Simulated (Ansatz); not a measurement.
**TaAs: computed properties**

All numbers below come from DFT PBE, scalar-relativistic, plane waves, PAW in Ansatz 0.2.0.

Settings: cutoff 420 eV, Γ-centred mesh 18×18×18 on the computed 4-atom cell, Gaussian smearing of 0.10 eV; no spin polarisation.

The structure is relaxed at this level of theory with its symmetry kept. Whether it is the stable form of this composition wasn't checked.

It takes space group I4_1md (No. 109, tetragonal). Conventional cell: a = 3.463 Å, b = 3.463 Å, c = 11.735 Å, α = 90.00°, β = 90.00°, γ = 90.00°. Around Ta (site symmetry 2mm) lie 6 As at 2.62 to 2.63 Å. As (site symmetry 2mm) has 6 Ta at 2.62 to 2.63 Å as nearest neighbours.

| Quantity | Value |
| --- | --- |
| Volume per atom | 17.59 Å³ |
| Formation energy from the elements' standard states (uncorrected) | -0.546 eV/atom |
| Kohn–Sham band gap | none (metal) |
| Density of states at the Fermi level | 0.02 states/eV per cell (so small that it hangs on the mesh: a semimetal, or crossings between mesh points) |
| Löwdin character within 0.5 eV of the Fermi level | Ta 5d 86 %, As 4p 10 % |
| Bader charges (e) | Ta (2 in the cell) 1.11, As (2 in the cell) -1.11 |

Spin-orbit coupling is left out, which matters for the bands of heavy elements.